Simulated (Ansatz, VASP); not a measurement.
**C in VASP and in Ansatz**

```
C
1.0
     1.16663    0.67355    3.26334
    -1.16663    0.67355    3.26334
     0.00000   -1.34710    3.26334
C
2
Direct
  0.16400 0.16400 0.16400
  0.83600 0.83600 0.83600
```

Change from the starting cell: strain -0.050 along x and y, -0.025 along z, atoms carried along.

Alike in both runs: task single point; functional LDA; k mesh 12 × 12 × 12; occupations gaussian, width 0.05 eV; no spin polarisation.

|  | VASP | Ansatz |
| --- | --- | --- |
| version | VASP 6.6.1 | Ansatz 0.2.0 |
| potentials or method | VASP PAW LDA potentials, release 64 (C) | scalar-relativistic, plane waves, PAW |
| plane-wave cutoff (eV) | 520 | 420 |
| valence electrons in the cell | 8 | 8 |

```tsv
	VASP	Ansatz	Ansatz less VASP
gap on the k mesh at the Fermi level (eV)	0.84	0.84	-0.002
least direct gap on the mesh (eV)	0.84	0.84	-0.002
pressure (GPa)	51.2	50.3	-0.83
largest component of the traceless stress (GPa)	51.81	50.85	-0.963
rms of the force components (eV/Å)	0.462	0.465	+0.0029
```

Atom by atom the forces differ by 0.003 eV/Å (rms over components).

Caveats: so large a pressure means that the cell lies far from this level's equilibrium, or that cutoff or potentials fall short (VASP).
